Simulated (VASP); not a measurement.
**VASP 6.6.1 run: MgSe**

INCAR

```
IBRION = -1
LWAVE = .FALSE.
NELM = 89
PREC = Accurate
NBANDS = 6
EDIFF = 1E-7
ENCUT = 520
LASPH = .TRUE.
ISIF = 2
SIGMA = 0.01
ISMEAR = -5
LCHARG = .FALSE.
GGA = PE
LREAL = .FALSE.
NSW = 0
```

KPOINTS

```
KPOINTS created by Atomic Simulation Environment
0
Gamma
8 8 8
0 0 0
```

POSCAR

```
Mg Se
 1.0000000000000000
    -0.0321055607000000    2.7041638154999998    2.7041638154999998
     2.7041638154999998   -0.0321055607000000    2.7041638154999998
     2.7041638154999998    2.7041638154999998   -0.0321055607000000
 Mg  Se
   1   1
Cartesian
  0.0000000000000000  0.0000000000000000  0.0000000000000000
  2.6881110351500004  2.6881110351500004  2.6881110351500004
```

The recommended PBE PAW datasets give the neutral cell 8 valence electrons.

Command

```
mpirun -np 1 vasp_std
```

Predict the outcome of this run.

It converged. Results: gap between bands v and c on the k mesh 1.70 eV; least direct gap on the k mesh 2.52 eV; pressure 2.3 GPa. Band v is the last that the valence electrons fill when counted band by band, and c is the next.

OSZICAR

```
N       E                     dE             d eps       ncg     rms          rms(c)
DAV:   1     0.309534930868E+02    0.30953E+02   -0.35447E+03   786   0.107E+03
DAV:   2    -0.625025369270E+01   -0.37204E+02   -0.36850E+02  1074   0.136E+02
DAV:   3    -0.776688605697E+01   -0.15166E+01   -0.15166E+01   846   0.382E+01
DAV:   4    -0.777572908592E+01   -0.88430E-02   -0.88430E-02  1290   0.339E+00
DAV:   5    -0.777574379687E+01   -0.14711E-04   -0.14711E-04   918   0.939E-02    0.299E+00
DAV:   6    -0.752118314094E+01    0.25456E+00   -0.53333E-01   792   0.459E+00    0.196E+00
DAV:   7    -0.747831418643E+01    0.42869E-01   -0.22265E-01   930   0.311E+00    0.926E-01
DAV:   8    -0.747794559593E+01    0.36859E-03   -0.75753E-03   948   0.876E-01    0.154E-01
DAV:   9    -0.747794419693E+01    0.13990E-05   -0.52782E-05  1146   0.813E-02    0.109E-01
DAV:  10    -0.747797212733E+01   -0.27930E-04   -0.11652E-04  1026   0.960E-02    0.255E-02
DAV:  11    -0.747796878800E+01    0.33393E-05   -0.16520E-05   966   0.261E-02    0.467E-03
DAV:  12    -0.747796888833E+01   -0.10033E-06   -0.38026E-07  1008   0.591E-03    0.392E-04
DAV:  13    -0.747796887180E+01    0.16524E-07   -0.82008E-09   534   0.922E-04
   1 F= -.74779689E+01 E0= -.74779689E+01  d E =0.000000E+00
```

For comparison, a separate PBE run of the intended cell, on usual settings and not on those above, gives a gap of 1.70 eV on its mesh and a pressure of 2.3 GPa.
